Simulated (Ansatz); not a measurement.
**MgF₂: course of a relaxation**

These are results of Ansatz 0.2.0, DFT PBE, scalar-relativistic, plane waves, PAW, not measurements. Settings: 420 eV cutoff, 6×6×8 k-mesh, Gaussian smearing of 0.02 eV, no spin polarisation.

What was changed: biaxial strain in the a-b plane, c and atoms relaxed: -1.5 %.

Command:

```bash
ansatz run input.yaml --threads 1 --pin off --max-ram 2560MiB --backend cpu --events-out ev --progress --plain --runs-dir out
```

Input:

```yaml
crystal:
  lattice:
    - [4.6271173328, 0.0, 0.0]
    - [0.0, 4.6271173328, 0.0]
    - [0.0, 0.0, 3.1208288327]
  atoms:
    - { symbol: Mg, position: [0.5, 0.5, 0.5] }
    - { symbol: Mg, position: [0.0, 0.0, 0.0] }
    - { symbol: F, position: [0.6964323178, 0.6964323178, 0.0] }
    - { symbol: F, position: [0.8035676822, 0.1964323178, 0.5] }
    - { symbol: F, position: [0.3035676822, 0.3035676822, 0.0] }
    - { symbol: F, position: [0.1964323178, 0.8035676822, 0.5] }
basis:
  ecutwfc: 420
kpoints:
  mp_grid: { grid: [6, 6, 8] }
hamiltonian:
  xc: pbe
scf:
  occupations: { method: gaussian, width: 0.02 }
output:
  forces: true
  stress: true
  eigenvalues: true
relax:
  adjacent_minimum: "off"
  f_tol: 0.008
  max_steps: 40
  cell: { stress_tol: 0.015, fix: [a, b, gamma] }
```

F is the free energy. Steps run on the plane waves of an earlier cell, but the last one, and at times one on the way, on a freshly chosen basis, so a repeated geometry can differ a little in energy. The held parts of the cell keep their stress, so P needn't end at zero.

Steps:

```
step F − F(1) (eV) largest force component (eV/Å) V (Å³/atom) P (GPa)
   1         0.0000                           0.002       11.136     1.90
   2         0.0001                           0.000       11.140     1.86
   3         0.0002                           0.000       11.145     1.81
   4         0.0000                           0.000       11.145     1.82
   5         0.0000                           0.000       11.146     1.81
   6         0.0000                           0.000       11.146     1.81
```

Relaxed structure:

```yaml
crystal:
  lattice:
    - [4.62712, 0.00000, 0.00000]
    - [0.00000, 4.62712, 0.00000]
    - [0.00000, 0.00000, 3.12348]
  atoms:
    - { symbol: Mg, position: [0.50000, 0.50000, 0.50000] }
    - { symbol: Mg, position: [0.00000, 0.00000, 0.00000] }
    - { symbol: F, position: [0.69637, 0.69637, 0.00000] }
    - { symbol: F, position: [0.80363, 0.19637, 0.50000] }
    - { symbol: F, position: [0.30363, 0.30363, 0.00000] }
    - { symbol: F, position: [0.19637, 0.80363, 0.50000] }
```

Symmetry: P4_2/mnm, No. 136, tetragonal system. The conventional cell has a = 4.627 Å, b = 4.627 Å, c = 3.123 Å, α = 90.00°, β = 90.00°, γ = 90.00°. Mg (site symmetry mmm) is surrounded by 6 F at 1.99 to 2.02 Å. F (site symmetry m2m) is surrounded by 3 Mg at 1.99 to 2.02 Å.

The run converged. The run took 14 s on 1 thread of Intel(R) Xeon(R) 6975P-C (Granite Rapids) (shared host), peak memory 0.4 GiB.